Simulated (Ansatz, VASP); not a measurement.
**One calculation of Ag, two programs**

```
CELL_PARAMETERS angstrom
2.91737 0.00000 0.00000
-1.45868 2.52652 0.00000
0.00000 0.00000 9.50800
ATOMIC_POSITIONS crystal
Ag 0.33333 0.66667 0.25000
Ag 0.66667 0.33333 0.75000
Ag 0.00000 0.00000 0.00000
Ag 0.00000 0.00000 0.50000
```

Alike in both runs: task single point; functional PBE; k mesh 18 × 18 × 4; occupations gaussian, width 0.1 eV; no spin polarisation.

```csv
,VASP,Ansatz
version,VASP 6.6.1,Ansatz 0.2.0
potentials or method,"VASP PAW PBE potentials, release 64 (Ag)","scalar-relativistic, plane waves, PAW"
plane-wave cutoff (eV),520,420
valence electrons in the cell,44,76
```

|  | VASP | Ansatz | Ansatz less VASP |
| --- | --- | --- | --- |
| gap on the k mesh at the Fermi level (eV) | none | none | - |
| pressure (GPa) | 1.7 | 1.8 | +0.13 |
| largest component of the traceless stress (GPa) | 0.06 | 0.06 | +0.006 |

A gap of «none» marks a metal or a gap that the smearing closes. The two sets of potentials don't hold the same shells in valence.
